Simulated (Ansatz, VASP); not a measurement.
**Be in VASP and in Ansatz**

The input INCAR:

```
SYSTEM = Be
PREC = Accurate ; ENCUT = 520
EDIFF = 1E-6 ; ISMEAR = 0
SIGMA = 0.15 ; LREAL = .False.
LASPH = .True. ; NELM = 80
ALGO = Normal ; ISIF = 2
LWAVE = .False. ; LCHARG = .False.
GGA = PS ; NBANDS = 7
```

KPOINTS

```
regular mesh
0
Gamma
  30 30 30
  0 0 0
```

File POSCAR:

```
Be
1.0
   -1.4066515201      1.4066515201      0.9945026247
    1.4066515201     -1.4066515201      0.9945026247
    1.4066515201      1.4066515201     -0.9945026247
Be
1
Direct
    0.0000000000      0.0000000000      0.0000000000
```

Input for Ansatz:

```yaml
crystal:
  lattice:
    - [-1.4066515201, 1.4066515201, 0.9945026247]
    - [1.4066515201, -1.4066515201, 0.9945026247]
    - [1.4066515201, 1.4066515201, -0.9945026247]
  atoms:
    - { symbol: Be, position: [0.0, 0.0, 0.0] }
basis:
  ecutwfc: 420
kpoints:
  mp_grid: { grid: [30, 30, 30] }
hamiltonian:
  xc: pbesol
scf:
  occupations: { method: gaussian, width: 0.15 }
output:
  forces: true
  stress: true
  eigenvalues: true
```

Alike in both runs: task single point; functional PBEsol; k mesh 30 × 30 × 30; occupations gaussian, width 0.15 eV; no spin polarisation.

|  | VASP | Ansatz |
| --- | --- | --- |
| version | VASP 6.6.1 | Ansatz 0.2.0 |
| potentials or method | VASP PAW PBE potentials, release 64 (Be) | scalar-relativistic, plane waves, PAW |
| plane-wave cutoff (eV) | 520 | 420 |
| valence electrons in the cell | 2 | 2 |

Ansatz gave:

- gap on the k mesh at the Fermi level (eV): none
- pressure (GPa): 11.5
- largest component of the traceless stress (GPa): 49.28

Question: Estimate VASP's values.

Answer: gap on the k mesh at the Fermi level (eV): none; pressure (GPa): 11.8; largest component of the traceless stress (GPa): 49.45.

A gap of «none» marks a metal or a gap that the smearing closes.

Caveats: the PAW data sets were made with another functional, which shifts forces and pressure a little (VASP).
